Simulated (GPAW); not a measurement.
**In: band structure with PBE**

The system is In, a slab with vacuum.

```
CELL_PARAMETERS angstrom
3.33548 0.00000 0.00000
-1.66774 2.88861 0.00000
0.00000 0.00000 20.50914
ATOMIC_POSITIONS crystal
In 0.33333 0.66667 0.36569
In 0.66667 0.33333 0.50000
In 0.33333 0.66667 0.63431
```

The cell isn't the ideal one: the (0 0 1) slab of In, cut from the database cell, not relaxed.

- Program: GPAW 26.7.0
- Task: band structure
- Functional: PBE
- Potentials or basis: GPAW PAW data sets (gpaw-data 1.2.1)
- Basis: lcao:dzp
- Grid spacing: 0.16 Å
- k mesh: 9 × 9 × 1
- Occupations: fermi-dirac, width 0.05 eV
- Spin: no spin polarisation
- Maxiter: 150
- Dipole layer: yes
- Band path: GMKG
- Band points: 80

| Item | Value |
| --- | --- |
| Largest force | 0.082 eV/Å |
| Band gap along the path | none (metal or under the smearing width) |

Forces in eV/Å, atoms in the order of the input:
```
In   0.000  0.000 -0.082
In   0.000  0.000  0.000
In   0.000  0.000  0.082
```

Levels at the corners of the path, in eV from the Fermi level:
| point | band 16 | band 17 | band 18 | band 19 | band 20 | band 21 | band 22 | band 23 |
| --- | --- | --- | --- | --- | --- | --- | --- | --- |
| Γ | -9.05 | -7.68 | -5.71 | -2.16 | 0.83 | 3.96 | 6.69 | 8.81 |
| M | -4.43 | -3.69 | -3.20 | -2.21 | -1.21 | -0.54 | 2.03 | 3.92 |
| K | -2.97 | -2.89 | -2.14 | -1.36 | -0.72 | -0.08 | 0.25 | 1.07 |
| Γ | -9.05 | -7.68 | -5.71 | -2.16 | 0.83 | 3.96 | 6.69 | 8.81 |

Wall time 2.5 min on 1 thread of Arm Neoverse V1, with other jobs on the host, peak memory 0.38 GiB.

Caveat: the real-space grid adds noise to forces; spin-orbit coupling is left out, which moves the levels of the heavy elements; the basis of atomic orbitals isn't converged, which shifts pressures, moduli and gaps.
